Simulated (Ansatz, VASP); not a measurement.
**Two plane-wave programs on Pd**

File INCAR:

```
SYSTEM = Pd
PREC     = Accurate       ! precision mode
ENCUT    = 520            ! plane-wave cutoff, eV
EDIFF    = 1E-6           ! SCF threshold, eV
ISMEAR   = 0              ! smearing method
SIGMA    = 0.15           ! smearing width, eV
LREAL    = .False.        ! projectors in reciprocal space
LASPH    = .True.         ! aspherical terms in the spheres
NELM     = 100            ! most SCF steps
ALGO     = Fast           ! electronic algorithm
ISIF     = 2              ! what is computed and relaxed
LWAVE    = .False.        ! write WAVECAR
LCHARG   = .True.         ! write CHGCAR
GGA      = PE             ! functional
LELF     = .True.         ! ELF
LVHAR    = .True.       
NBANDS   = 11             ! bands
```

File KPOINTS:

```
Automatic mesh
0
Gamma
  8 8 8
  0 0 0
```

File POSCAR:

```
Pd
1.0
    0.0000000000      1.8476550000      1.9935225000
    1.8476550000      0.0000000000      1.9935225000
    1.8476550000      1.8476550000      0.0000000000
Pd
1
Direct
    0.0000000000      0.0000000000      0.0000000000
```

Input for Ansatz:

```yaml
crystal:
  lattice:
    - [0.0, 1.847655, 1.9935225]
    - [1.847655, 0.0, 1.9935225]
    - [1.847655, 1.847655, 0.0]
  atoms:
    - { symbol: Pd, position: [0.0, 0.0, 0.0] }
basis:
  ecutwfc: 420
kpoints:
  mp_grid: { grid: [8, 8, 8] }
hamiltonian:
  xc: pbe
scf:
  occupations: { method: gaussian, width: 0.15 }
output:
  forces: true
  stress: true
  eigenvalues: true
```

Change from the starting cell: strain -0.050 along x and y, +0.025 along z, atoms carried along.

Alike in both runs: task single point; functional PBE; k mesh 8 × 8 × 8; occupations gaussian, width 0.15 eV; no spin polarisation.

|  | VASP | Ansatz |
| --- | --- | --- |
| version | VASP 6.6.1 | Ansatz 0.2.0 |
| potentials or method | VASP PAW PBE potentials, release 64 (Pd) | scalar-relativistic, plane waves, PAW |
| plane-wave cutoff (eV) | 520 | 420 |
| valence electrons in the cell | 10 | 18 |

|  | VASP | Ansatz | Ansatz less VASP |
| --- | --- | --- | --- |
| gap on the k mesh at the Fermi level (eV) | none | none | - |
| pressure (GPa) | 28.5 | 28.9 | +0.45 |
| largest component of the traceless stress (GPa) | 4.32 | 4.41 | +0.084 |

A gap of «none» marks a metal or a gap that the smearing closes. The two sets of potentials don't hold the same shells in valence.

Caveats: so large a pressure means that the cell lies far from this level's equilibrium, or that cutoff or potentials fall short (VASP).
